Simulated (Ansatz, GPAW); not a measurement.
This is a calculation of PbSe (Clausthalite) for Ansatz 0.2.0. 

input.yaml

```yaml
crystal:
  lattice:
    - [0.0, 3.06065, 3.06065]
    - [3.06065, 0.0, 3.06065]
    - [3.06065, 3.06065, 0.0]
  atoms:
    - { symbol: Pb, position: [0.0, 0.0, 0.0] }
    - { symbol: Se, position: [0.5, 0.5, 0.5] }
hamiltonian:
  xc: pbe
  pseudopotentials: { kind: paw }
kpoints:
  mp_grid: { grid: [8, 8, 8] }
scf:
  occupations: { method: gaussian, width: 0.014 }
output:
  forces: true
  stress: true
  eigenvalues: true
  write_density: true
  write_potential: true
  elf: true
  volumetric_format: npy
```

Potentials or basis: Ansatz PAW.

Command:

```sh
$ ansatz run input.yaml --threads 2 --pin off --max-ram 5632MiB --backend cpu --events-out ev --progress --plain --runs-dir out
```

Task: What does the same run look like in GPAW 26.7.0 (ASE script)? Potentials or basis there: GPAW PAW data sets (gpaw-data 1.2.1), cutoff 600 eV.

Result: As run (cutoffs and basis follow the program's own potentials, and thresholds, step limits or extra output files can differ):

run.py

```python
from ase.dft.bandgap import bandgap
from ase.io import read, write
from ase.units import Bohr, GPa
from gpaw import GPAW, PW
from gpaw.elf import elf_from_dft_calculation

atoms = read('POSCAR')

calc = GPAW(mode=PW(600),
            xc='PBE',
            kpts={'size': (8, 8, 8), 'gamma': True},
            occupations={'name': 'methfessel-paxton', 'order': 0, 'width': 0.014},
            nbands=19,
            convergence={'density': 1e-05, 'energy': 1e-05},
            maxiter=150,
            txt='gpaw.txt')
atoms.calc = calc
energy = atoms.get_potential_energy()
forces = atoms.get_forces()
stress = atoms.get_stress()
calc.write('gs.gpw')
write('result.traj', atoms)
print(f'Energy: {energy:.6f} eV')
print('Forces (eV/A):')
print(forces.round(4))
print('Stress (GPa):', (stress / GPa).round(3))
print('Fermi level:', round(calc.get_fermi_level(), 4), 'eV')
print(f'Gap: {bandgap(calc)[0]:.4f} eV, direct: {bandgap(calc, direct=True)[0]:.4f} eV')

# fields on the real-space grid
write('density.cube', atoms, data=calc.get_pseudo_density() * Bohr**3)
write('potential.cube', atoms, data=calc.get_electrostatic_potential())
write('elf.cube', atoms, data=elf_from_dft_calculation(calc).data)
```

POSCAR

```
PbSe
1.0
    0.0000000000      3.0606500000      3.0606500000
    3.0606500000      0.0000000000      3.0606500000
    3.0606500000      3.0606500000      0.0000000000
Pb Se
1 1
Direct
    0.0000000000      0.0000000000      0.0000000000
    0.5000000000      0.5000000000      0.5000000000
```

Potentials or basis: GPAW PAW data sets (gpaw-data 1.2.1), pw.

Launch:

```console
$ OMP_NUM_THREADS=1 python run.py
```

Both were run:

|  | Ansatz | GPAW |
| --- | --- | --- |
| Pressure | 2.4 GPa | 2.2 GPa |

Ansatz's pressure holds a Pulay term of +0.02 GPa for its cutoff of 420 eV, which the other run lacks.

The potentials hold 30 and 20 valence electrons a cell.

Where Ansatz's input types no cutoff or centring, it takes its own default and a Γ-centred mesh.

Pressure is positive in compression.
